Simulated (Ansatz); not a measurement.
# N: single point with HSE06 form with a typed share of exact exchange

The system is N.

```
CELL_PARAMETERS angstrom
4.08406 0.00000 0.00000
0.00000 4.08406 0.00000
0.00000 0.00000 5.34591
ATOMIC_POSITIONS crystal
N 0.40428 0.59572 0.50000
N 0.09572 0.09572 0.00000
N 0.59572 0.40428 0.50000
N 0.90428 0.90428 0.00000
```

```json
{"Program": "Ansatz 0.2.0", "Task": "single point", "Functional": "HSE06 form with a typed share of exact exchange", "Potentials or basis": "Ansatz PAW", "Cutoff": "420 eV (not typed: the program's choice for these potentials)", "k mesh": "4 × 4 × 3", "Occupations": "fermi-dirac, width 0.05 eV", "Spin": "no spin polarisation"}
```

```json
{"Pressure": "-2.9 GPa", "Largest force": "2.591 eV/Å", "Band gap on the k mesh": "9.25 eV, indirect (least direct gap 9.46 eV)"}
```

Forces on the atoms (eV/Å):
```
N    1.832 -1.832  0.000
N   -1.832 -1.832  0.000
N   -1.832  1.832  0.000
N    1.832  1.832  0.000
```

Stress tensor (GPa, compression positive):
```
-4.65  0.00  0.00
 0.00 -4.65  0.00
 0.00  0.00  0.48
```

Levels at points of the mesh, in eV from the valence-band top:
```csv
k point,band 7,band 8,band 9,band 10,band 11,band 12,band 13,band 14
"(0.00, 0.00, 0.00)",-0.96,-0.96,-0.85,-0.21,9.25,10.30,10.73,10.73
"(0.00, -0.50, 0.00)",-1.17,-1.17,-0.21,-0.21,10.45,10.45,10.47,10.47
"(-0.50, -0.50, 0.00)",-1.12,-1.12,-0.03,-0.03,10.18,10.18,11.39,11.39
```

Run time: 11 s on 2 threads of Intel(R) Xeon(R) 6975P-C (Granite Rapids) (shared host), peak memory 0.92 GiB.

Caveat: odd divisions of the mesh miss points on the zone boundary, where band edges often lie, so the gap on the mesh can be too wide; the pressure holds a Pulay correction of +0.3 GPa for the finite cutoff; the PAW data sets come from PBE, with cores solved anew for the run's functional, which leaves a small shift of forces and pressure; forces of over 1 eV/Å show positions far from the minimum, so gaps and moduli don't describe the material at rest; the thresholds are loose for stress. A k mesh can miss the band edges.
